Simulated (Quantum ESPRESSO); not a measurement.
# GaN (F-43m) in Quantum ESPRESSO: notebook

The runs below take GaN through band structure, with PBE.

All numbers are computed with Quantum ESPRESSO 7.5; they aren't measurements. Logs are shortened: lines on timing, memory, paths and dates and some standing lists are left out, and cuts for length are marked.

**What was measured.**

A printed reference work, textbook reports, for a bulk crystal of GaN at 0 K: band gap 3.299 eV (direct).

The runs below are set against these values where they give the same quantity.

### Step 1. The crystal as given

It takes space group F-43m (No. 216, cubic). Conventional cell: a = 4.507 Å, b = 4.507 Å, c = 4.507 Å, α = 90.00°, β = 90.00°, γ = 90.00°. Around Ga (site symmetry -43m) lie 4 N at 1.95 Å. N (site symmetry -43m) has 4 Ga at 1.95 Å as nearest neighbours.

The cell is a database's computed one.

### Step 2. Band structure, PBE

Input file pw.in:

```
&CONTROL
  calculation = 'scf'
  prefix = 'pwscf'
  outdir = './tmp'
  pseudo_dir = './pseudo'
  tprnfor = .true.
  tstress = .true.
  disk_io = 'low'
/
&SYSTEM
  ibrav = 0
  nat = 2
  ntyp = 2
  ecutwfc = 84
  nbnd = 15
  occupations = 'smearing'
  smearing = 'fd'
  degauss = 0.00367493
/
&ELECTRONS
  conv_thr = 4d-10
  electron_maxstep = 120
  mixing_beta = 0.5
/
ATOMIC_SPECIES
Ga    69.7230 Ga.upf
N     14.0070 N.upf
CELL_PARAMETERS angstrom
   0.0000000000    2.2535006075    2.2535006075
   2.2535006075    0.0000000000    2.2535006075
   2.2535006075    2.2535006075    0.0000000000
ATOMIC_POSITIONS crystal
Ga     0.0000000000    0.0000000000    0.0000000000
N      0.2500000000    0.2500000000    0.2500000000
K_POINTS automatic
10 10 10 0 0 0
```

Input file bands.in:

```
&CONTROL
  calculation = 'bands'
  prefix = 'pwscf'
  outdir = './tmp'
  pseudo_dir = './pseudo'
  disk_io = 'low'
  verbosity = 'high'
/
&SYSTEM
  ibrav = 0
  nat = 2
  ntyp = 2
  ecutwfc = 84
  nbnd = 15
  occupations = 'smearing'
  smearing = 'fd'
  degauss = 0.00367493
/
&ELECTRONS
  conv_thr = 1d-08
  electron_maxstep = 120
  mixing_beta = 0.5
  diago_full_acc = .true.
  startingwfc = 'random'
/
ATOMIC_SPECIES
Ga    69.7230 Ga.upf
N     14.0070 N.upf
CELL_PARAMETERS angstrom
   0.0000000000    2.2535006075    2.2535006075
   2.2535006075    0.0000000000    2.2535006075
   2.2535006075    2.2535006075    0.0000000000
ATOMIC_POSITIONS crystal
Ga     0.0000000000    0.0000000000    0.0000000000
N      0.2500000000    0.2500000000    0.2500000000
K_POINTS crystal
60
 0.0000000000  0.0000000000  0.0000000000 1
 0.0625000000  0.0000000000  0.0625000000 1
 0.1250000000  0.0000000000  0.1250000000 1
 0.1875000000  0.0000000000  0.1875000000 1
 0.2500000000  0.0000000000  0.2500000000 1
 0.3125000000  0.0000000000  0.3125000000 1
 0.3750000000  0.0000000000  0.3750000000 1
 0.4375000000  0.0000000000  0.4375000000 1
 0.5000000000  0.0000000000  0.5000000000 1
 0.5000000000  0.0625000000  0.5625000000 1
 0.5000000000  0.1250000000  0.6250000000 1
 0.5000000000  0.1875000000  0.6875000000 1
 0.5000000000  0.2500000000  0.7500000000 1
 0.4375000000  0.3125000000  0.7500000000 1
 0.3750000000  0.3750000000  0.7500000000 1
 0.3375000000  0.3375000000  0.6750000000 1
 0.3000000000  0.3000000000  0.6000000000 1
 0.2625000000  0.2625000000  0.5250000000 1
 0.2250000000  0.2250000000  0.4500000000 1
 0.1875000000  0.1875000000  0.3750000000 1
 0.1500000000  0.1500000000  0.3000000000 1
 0.1125000000  0.1125000000  0.2250000000 1
 0.0750000000  0.0750000000  0.1500000000 1
 0.0375000000  0.0375000000  0.0750000000 1
 0.0000000000  0.0000000000  0.0000000000 1
 0.0625000000  0.0625000000  0.0625000000 1
 0.1250000000  0.1250000000  0.1250000000 1
 0.1875000000  0.1875000000  0.1875000000 1
 0.2500000000  0.2500000000  0.2500000000 1
 0.3125000000  0.3125000000  0.3125000000 1
 0.3750000000  0.3750000000  0.3750000000 1
 0.4375000000  0.4375000000  0.4375000000 1
 0.5000000000  0.5000000000  0.5000000000 1
 0.5250000000  0.4500000000  0.5250000000 1
 0.5500000000  0.4000000000  0.5500000000 1
 0.5750000000  0.3500000000  0.5750000000 1
 0.6000000000  0.3000000000  0.6000000000 1
 0.6250000000  0.2500000000  0.6250000000 1
 0.5833333333  0.2500000000  0.6666666667 1
 0.5416666667  0.2500000000  0.7083333333 1
 0.5000000000  0.2500000000  0.7500000000 1
 0.5000000000  0.2857142857  0.7142857143 1
 0.5000000000  0.3214285714  0.6785714286 1
 0.5000000000  0.3571428571  0.6428571429 1
 0.5000000000  0.3928571429  0.6071428571 1
 0.5000000000  0.4285714286  0.5714285714 1
 0.5000000000  0.4642857143  0.5357142857 1
 0.5000000000  0.5000000000  0.5000000000 1
 0.4821428571  0.4821428571  0.5357142857 1
 0.4642857143  0.4642857143  0.5714285714 1
 0.4464285714  0.4464285714  0.6071428571 1
 0.4285714286  0.4285714286  0.6428571429 1
 0.4107142857  0.4107142857  0.6785714286 1
 0.3928571429  0.3928571429  0.7142857143 1
 0.3750000000  0.3750000000  0.7500000000 1
 0.6250000000  0.2500000000  0.6250000000 1
 0.5937500000  0.1875000000  0.5937500000 1
 0.5625000000  0.1250000000  0.5625000000 1
 0.5312500000  0.0625000000  0.5312500000 1
 0.5000000000  0.0000000000  0.5000000000 1
```

Potentials or basis: PseudoDojo 0.4.1 SR PBE standard.

Command:

```console
OMP_NUM_THREADS=1 pw.x -in pw.in > pw.out
OMP_NUM_THREADS=1 pw.x -in bands.in > bands.out
```

pw.out:

```text
This program is part of the open-source Quantum ESPRESSO suite
     for quantum simulation of materials; please cite
[... 9 lines left out ...]
     --------------------
     sticks:   dense  smooth     PW     G-vecs:    dense   smooth      PW
     Sum         847     847    253                16145    16145    2733

     Using Slab Decomposition

     bravais-lattice index     =            0
     lattice parameter (alat)  =       6.0224  a.u.
     unit-cell volume          =     154.4542 (a.u.)^3
     number of atoms/cell      =            2
     number of atomic types    =            2
     number of electrons       =        18.00
     number of Kohn-Sham states=           15
     kinetic-energy cutoff     =      84.0000  Ry
     charge density cutoff     =     336.0000  Ry
     scf convergence threshold =      4.0E-10
     mixing beta               =       0.5000
     number of iterations used =            8  plain     mixing
     Exchange-correlation= PBE
                           (   1   4   3   4   0   0   0)

     celldm(1)=   6.022427  celldm(2)=   0.000000  celldm(3)=   0.000000
     celldm(4)=   0.000000  celldm(5)=   0.000000  celldm(6)=   0.000000

     crystal axes: (cart. coord. in units of alat)
               a(1) = (   0.000000   0.707107   0.707107 )
               a(2) = (   0.707107   0.000000   0.707107 )
               a(3) = (   0.707107   0.707107   0.000000 )

     reciprocal axes: (cart. coord. in units 2 pi/alat)
               b(1) = ( -0.707107  0.707107  0.707107 )
               b(2) = (  0.707107 -0.707107  0.707107 )
               b(3) = (  0.707107  0.707107 -0.707107 )

     PseudoPot. # 1 for Ga read from file:
     Ga.upf
     Pseudo is Norm-conserving + core correction, Zval = 13.0
     Generated using ONCVPSP code by D. R. Hamann
     Using radial grid of 1902 points,  6 beta functions with:
                l(1) =   0
                l(2) =   0
                l(3) =   1
                l(4) =   1
                l(5) =   2
                l(6) =   2

     PseudoPot. # 2 for N  read from file:
     N.upf
     Pseudo is Norm-conserving + core correction, Zval =  5.0
     Generated using ONCVPSP code by D. R. Hamann
     Using radial grid of 1058 points,  4 beta functions with:
                l(1) =   0
                l(2) =   0
                l(3) =   1
                l(4) =   1

     atomic species   valence    mass     pseudopotential
     Ga               13.00    69.72300     Ga( 1.00)
     N                 5.00    14.00700     N ( 1.00)

     24 Sym. Ops. (no inversion) found

   Cartesian axes

     site n.     atom                  positions (alat units)
         1        Ga     tau(   1) = (   0.0000000   0.0000000   0.0000000  )
         2        N      tau(   2) = (   0.3535534   0.3535534   0.3535534  )

     number of k points=    47  Fermi-Dirac smearing, width (Ry)=  0.0037
                       cart. coord. in units 2pi/alat
        k(    1) = (   0.0000000   0.0000000   0.0000000), wk =   0.0020000
        k(    2) = (   0.0707107   0.0707107  -0.0707107), wk =   0.0160000
        k(    3) = (   0.1414214   0.1414214  -0.1414214), wk =   0.0160000
        k(    4) = (   0.2121320   0.2121320  -0.2121320), wk =   0.0160000
        k(    5) = (   0.2828427   0.2828427  -0.2828427), wk =   0.0160000
        k(    6) = (  -0.3535534  -0.3535534   0.3535534), wk =   0.0080000
[... 39 lines left out ...]
        k(   46) = (  -0.0707107  -0.3535534   0.6363961), wk =   0.0480000
        k(   47) = (  -0.7071068   0.2828427   0.0000000), wk =   0.0240000

     Dense  grid:    16145 G-vectors     FFT dimensions: (  36,  36,  36)

     Initial potential from superposition of free atoms

     starting charge      17.9973, renormalised to      18.0000
     Starting wfcs are   13 randomized atomic wfcs +    2 random wfcs

     Self-consistent Calculation

     iteration #  1     ecut=    84.00 Ry     beta= 0.50
     Davidson diagonalization with overlap
     ethr =  1.00E-02,  avg # of iterations =  5.2

     total energy              =    -173.59204276 Ry
     estimated scf accuracy    <       0.51388048 Ry

     iteration #  2     ecut=    84.00 Ry     beta= 0.50
     Davidson diagonalization with overlap
     ethr =  2.85E-03,  avg # of iterations =  2.0

     total energy              =    -173.74232099 Ry
     estimated scf accuracy    <       0.09983523 Ry

     iteration #  3     ecut=    84.00 Ry     beta= 0.50
     Davidson diagonalization with overlap
     ethr =  5.55E-04,  avg # of iterations =  2.0

     negative rho (up, down):  4.582E-07 0.000E+00

     total energy              =    -173.75951994 Ry
     estimated scf accuracy    <       0.00324676 Ry

     iteration #  4     ecut=    84.00 Ry     beta= 0.50
     Davidson diagonalization with overlap
     ethr =  1.80E-05,  avg # of iterations =  4.3

     total energy              =    -173.75980089 Ry
     estimated scf accuracy    <       0.00036571 Ry

     iteration #  5     ecut=    84.00 Ry     beta= 0.50
     Davidson diagonalization with overlap
     ethr =  2.03E-06,  avg # of iterations =  2.7

     total energy              =    -173.75980938 Ry
     estimated scf accuracy    <       0.00003370 Ry

     iteration #  6     ecut=    84.00 Ry     beta= 0.50
     Davidson diagonalization with overlap
     ethr =  1.87E-07,  avg # of iterations =  2.0
[... 22 lines left out ...]
     total energy              =    -173.75981750 Ry
     estimated scf accuracy    <          2.0E-09 Ry

     iteration # 10     ecut=    84.00 Ry     beta= 0.50
     Davidson diagonalization with overlap
     ethr =  1.10E-11,  avg # of iterations =  3.2

     total energy              =    -173.75981750 Ry
     estimated scf accuracy    <          7.7E-09 Ry

     iteration # 11     ecut=    84.00 Ry     beta= 0.50
     Davidson diagonalization with overlap
     ethr =  1.10E-11,  avg # of iterations =  2.0

     End of self-consistent calculation

          k = 0.0000 0.0000 0.0000 (  1989 PWs)   bands (ev):

    -5.3158  -2.9755  -2.9755  -2.9755  -2.6690  -2.6690  10.5899  10.5899
    10.5899  12.3486  20.9456  20.9456  20.9456  28.2039  29.4302

          k = 0.0707 0.0707-0.0707 (  2004 PWs)   bands (ev):

    -5.2081  -2.9621  -2.9621  -2.9342  -2.6702  -2.6702   9.4978  10.4838
    10.4838  13.1997  20.4431  21.1075  21.1075  28.1129  28.1129

          k = 0.1414 0.1414-0.1414 (  2012 PWs)   bands (ev):

    -4.9406  -2.9314  -2.9314  -2.7619  -2.6688  -2.6688   7.6904  10.2230
    10.2230  14.2790  19.6555  21.3662  21.3662  27.0439  27.3547

          k = 0.2121 0.2121-0.2121 (  2012 PWs)   bands (ev):

    -4.6661  -2.9045  -2.9045  -2.6550  -2.6550  -2.3476   5.8226   9.9282
     9.9282  14.9629  19.2756  21.3365  21.3365  26.3440  27.8369
[... 118 lines left out ...]
    -4.3496  -2.8771  -2.7101  -2.7101  -2.6012  -1.3628   5.0892   8.1166
     8.1166  14.3377  17.4140  21.9906  24.1293  24.1293  32.6629

          k =-0.0707-0.6364 0.6364 (  2018 PWs)   bands (ev):

    -4.3206  -2.8818  -2.7032  -2.6953  -2.6014  -0.9856   4.6798   7.5387
     8.0425  14.4640  17.6049  22.0824  24.2192  24.2748  32.7021

          k = 0.0000-0.5657 0.5657 (  2018 PWs)   bands (ev):

    -4.3150  -2.8684  -2.7219  -2.7091  -2.6191  -0.7751   4.6848   6.6406
     8.2463  15.1834  18.2333  21.9376  23.7815  24.0156  32.1847

          k =-0.7071 0.0000 0.0000 (  2044 PWs)   bands (ev):

    -4.3128  -2.8961  -2.6784  -2.6784  -2.5940  -0.9189   4.4768   7.8992
     7.8992  13.9720  17.2831  22.3045  24.5496  24.5496  32.3152

          k = 0.2828 0.1414 0.0000 (  2001 PWs)   bands (ev):

    -4.7514  -2.9007  -2.8854  -2.7494  -2.6533  -2.5336   7.2306   9.1249
     9.9142  15.2089  18.8892  21.0103  21.9644  24.5482  28.9519

          k = 0.3536 0.2121-0.0707 (  2005 PWs)   bands (ev):

    -4.5477  -2.8813  -2.8575  -2.7224  -2.6409  -2.0944   5.8806   8.4943
     9.6022  16.0262  18.6154  20.3762  22.1159  25.2889  29.1777

          k =-0.2828-0.4243 0.5657 (  2011 PWs)   bands (ev):

    -4.4333  -2.8801  -2.8406  -2.6910  -2.6306  -1.4840   4.5700   8.2009
     9.2659  16.5372  18.2325  20.5335  22.0043  26.3590  29.3506

          k =-0.2121-0.3536 0.4950 (  2010 PWs)   bands (ev):

    -4.4007  -2.8821  -2.8364  -2.6710  -2.6302  -1.1505   3.9822   8.1258
     9.1197  16.7217  17.9907  20.8036  21.9335  26.8874  29.3563
[... 28 lines left out ...]
    -4.3459  -2.8601  -2.7586  -2.7050  -2.6096  -1.2233   5.0392   7.6921
     7.9988  15.1244  17.8991  21.4510  23.5215  24.5227  32.7625

          k =-0.0707-0.4950 0.6364 (  2011 PWs)   bands (ev):

    -4.3200  -2.8565  -2.7669  -2.6893  -2.6238  -0.8266   4.7694   6.8704
     7.9082  15.7127  18.3875  21.4529  22.8747  24.9548  31.4701

          k = 0.0000-0.4243 0.5657 (  2007 PWs)   bands (ev):

    -4.3245  -2.8581  -2.7736  -2.6892  -2.6475  -0.7627   4.8009   6.3448
     8.2349  16.4708  18.5624  21.0270  22.6631  25.2947  29.8191

          k =-0.7071 0.1414 0.0000 (  2014 PWs)   bands (ev):

    -4.3114  -2.8768  -2.7255  -2.6766  -2.6079  -0.8211   4.5993   7.5404
     7.5694  14.7983  17.8317  22.1479  23.3946  24.8506  32.9005

          k =-0.1414-0.4243 0.7071 (  1994 PWs)   bands (ev):

    -4.3362  -2.8416  -2.8071  -2.6868  -2.6409  -0.9421   4.8990   6.8779
     7.9856  16.7246  18.5262  20.3228  22.7621  25.5176  30.0119

          k =-0.0707-0.3536 0.6364 (  2002 PWs)   bands (ev):

    -4.3195  -2.8453  -2.7976  -2.6712  -2.6523  -0.7288   4.8124   6.6301
     7.6883  16.9313  18.6649  20.6009  22.3215  25.7471  29.6465

          k =-0.7071 0.2828 0.0000 (  2002 PWs)   bands (ev):

    -4.3091  -2.8411  -2.7943  -2.6677  -2.6410  -0.6662   4.8555   7.0092
     7.0450  16.4390  18.8037  21.3430  21.8052  25.6380  30.4181

     the Fermi energy is    11.4945 ev

!    total energy              =    -173.75981750 Ry
     estimated scf accuracy    <          3.3E-10 Ry
     smearing contrib. (-TS)   =      -0.00000000 Ry
     internal energy E=F+TS    =    -173.75981750 Ry

     The total energy is F=E-TS. E is the sum of the following terms:
     one-electron contribution =     -52.62454475 Ry
     hartree contribution      =      43.67395897 Ry
     xc contribution           =     -48.13491460 Ry
     ewald contribution        =    -116.67431711 Ry

     convergence has been achieved in  11 iterations

     Forces acting on atoms (cartesian axes, Ry/au):

     atom    1 type  1   force =     0.00000000    0.00000000    0.00000000
     atom    2 type  2   force =     0.00000000    0.00000000    0.00000000

     Total force =     0.000000     Total SCF correction =     0.000000

     Computing stress (Cartesian axis) and pressure

          total   stress  (Ry/bohr**3)                   (kbar)     P=       51.83
   0.00035231   0.00000000  -0.00000000           51.83        0.00       -0.00
  -0.00000000   0.00035231  -0.00000000           -0.00       51.83       -0.00
  -0.00000000  -0.00000000   0.00035231           -0.00       -0.00       51.83

=------------------------------------------------------------------------------=
   JOB DONE.
=------------------------------------------------------------------------------=
```

It took 52 s on 1 thread of Arm Neoverse V1, shared host; peak memory 0.1 GiB.

What came out:

```
Free energy             : -2364.1228 eV
Pressure                : 5.2 GPa
Band gap on the k mesh  : 1.76 eV, direct
Band gap along the path : 1.76 eV, direct
```

Levels at the corners of the path, in eV from the valence-band top:
```
point  band 5  band 6  band 7  band 8  band 9  band 10  band 11  band 12  band 13  band 14
    Γ  -13.26  -13.26    0.00    0.00    0.00     1.76    10.36    10.36    10.36    17.61
    X  -13.18  -11.51   -6.11   -2.69   -2.69     3.38     6.69    11.71    13.96    13.96
    W  -13.25  -11.23   -5.68   -3.68   -3.62     6.24     8.40    10.30    11.14    15.27
    K  -13.22  -11.35   -5.85   -4.24   -2.16     5.03     7.88    11.08    12.86    13.62
    Γ  -13.26  -13.26    0.00    0.00    0.00     1.76    10.36    10.36    10.36    17.61
    L  -13.21  -11.95   -7.02   -0.96   -0.96     4.67     8.74    10.40    10.40    15.65
    U  -13.22  -11.35   -5.85   -4.24   -2.16     5.03     7.88    11.08    12.86    13.62
    W  -13.25  -11.23   -5.68   -3.68   -3.62     6.24     8.40    10.30    11.14    15.27
    L  -13.21  -11.95   -7.02   -0.96   -0.96     4.67     8.74    10.40    10.40    15.65
    K  -13.22  -11.35   -5.85   -4.24   -2.16     5.03     7.88    11.08    12.86    13.62
    U  -13.22  -11.35   -5.85   -4.24   -2.16     5.03     7.88    11.08    12.86    13.62
    X  -13.18  -11.51   -6.11   -2.69   -2.69     3.38     6.69    11.71    13.96    13.96
```

### Step 3. Band structure, PBE

pw.in is that of step 2.

bands.in is that of step 2.

Potentials or basis: PseudoDojo 0.5 SR PBE standard.

Command:

```console
OMP_NUM_THREADS=1 pw.x -in pw.in > pw.out
OMP_NUM_THREADS=1 pw.x -in bands.in > bands.out
```

Run time: 52 s. Hardware: 1 thread of Arm Neoverse V1, shared host; peak memory 0.1 GiB.

The run converged. Its results:

| Quantity | Value |
| --- | --- |
| Free energy | -2364.1228 eV |
| Pressure | 5.2 GPa |
| Band gap on the k mesh | 1.76 eV, direct |
| Band gap along the path | 1.76 eV, direct |

Levels at the corners of the path, in eV from the valence-band top:
```tsv
point	band 5	band 6	band 7	band 8	band 9	band 10	band 11	band 12	band 13	band 14
Γ	-13.26	-13.26	0.00	0.00	0.00	1.76	10.36	10.36	10.36	17.61
X	-13.18	-11.51	-6.11	-2.69	-2.69	3.38	6.69	11.71	13.96	13.96
W	-13.25	-11.23	-5.68	-3.68	-3.62	6.24	8.40	10.30	11.14	15.27
K	-13.22	-11.35	-5.85	-4.24	-2.16	5.03	7.88	11.08	12.86	13.62
Γ	-13.26	-13.26	0.00	0.00	0.00	1.76	10.36	10.36	10.36	17.61
L	-13.21	-11.95	-7.02	-0.96	-0.96	4.67	8.74	10.40	10.40	15.65
U	-13.22	-11.35	-5.85	-4.24	-2.16	5.03	7.88	11.08	12.86	13.62
W	-13.25	-11.23	-5.68	-3.68	-3.62	6.24	8.40	10.30	11.14	15.27
L	-13.21	-11.95	-7.02	-0.96	-0.96	4.67	8.74	10.40	10.40	15.65
K	-13.22	-11.35	-5.85	-4.24	-2.16	5.03	7.88	11.08	12.86	13.62
U	-13.22	-11.35	-5.85	-4.24	-2.16	5.03	7.88	11.08	12.86	13.62
X	-13.18	-11.51	-6.11	-2.69	-2.69	3.38	6.69	11.71	13.96	13.96
```

### Step 4. Against experiment

Step 2. Measured gap of GaN: 3.299 eV (direct; 0 K; a printed reference work, textbook). This calculation gives 1.76 eV (-1.54 eV). Spin-orbit coupling on Ga is left out. The value is that of PBE, without temperature or zero-point motion. Semilocal functionals fall short of measured gaps as a rule. The cell is a database's relaxed one, not the measured one, which moves gaps too.

Step 3. A measured gap of GaN is 3.299 eV (direct; 0 K; a printed reference work, textbook); the calculated 1.76 eV misses it by -1.54 eV. Spin-orbit coupling on Ga is left out. The value is that of PBE, without temperature or zero-point motion. Semilocal functionals fall short of measured gaps as a rule. The cell is a database's relaxed one, not the measured one, which moves gaps too.
